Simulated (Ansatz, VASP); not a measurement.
**Bi: VASP beside Ansatz**

File INCAR:

```
PREC = Accurate
ENCUT = 520
EDIFF = 1E-6
ISMEAR = 0
SIGMA = 0.05
LREAL = F
LASPH = T
NELM = 100
ALGO = Fast
ISIF = 2
LWAVE = F
LCHARG = F
GGA = CA
NBANDS = 14
```

Contents of KPOINTS:

```
regular mesh
0
Gamma
  12 12 12
```

The input POSCAR:

```
Bi
1.0
   -4.1243475838      4.1243475838      1.5244121982
    4.1243475838     -4.1243475838      1.5244121982
    4.1243475838      4.1243475838     -1.5244121982
Bi
1
Direct
    0.0000000000      0.0000000000      0.0000000000
```

Input for Ansatz:

```yaml
crystal:
  lattice:
    - [-4.1243475838, 4.1243475838, 1.5244121982]
    - [4.1243475838, -4.1243475838, 1.5244121982]
    - [4.1243475838, 4.1243475838, -1.5244121982]
  atoms:
    - { symbol: Bi, position: [0.0, 0.0, 0.0] }
basis:
  ecutwfc: 420
kpoints:
  mp_grid: { grid: [12, 12, 12] }
hamiltonian:
  xc: lda
scf:
  occupations: { method: gaussian, width: 0.05 }
output:
  forces: true
  stress: true
  eigenvalues: true
```

Alike in both runs: task single point; functional LDA; k mesh 12 × 12 × 12; occupations gaussian, width 0.05 eV; no spin polarisation.

|  | VASP | Ansatz |
| --- | --- | --- |
| version | VASP 6.6.1 | Ansatz 0.2.0 |
| potentials or method | VASP PAW LDA potentials, release 64 (Bi_d) | scalar-relativistic, plane waves, PAW |
| plane-wave cutoff (eV) | 520 | 420 |
| valence electrons in the cell | 15 | 15 |

|  | VASP | Ansatz | Ansatz less VASP |
| --- | --- | --- | --- |
| gap on the k mesh at the Fermi level (eV) | none | none | - |
| pressure (GPa) | -2.1 | -2.2 | -0.01 |
| largest component of the traceless stress (GPa) | 3.59 | 3.65 | +0.056 |

A gap of «none» marks a metal or a gap that the smearing closes.

Caveats: spin-orbit coupling is left out, which moves the levels of the heavy elements.
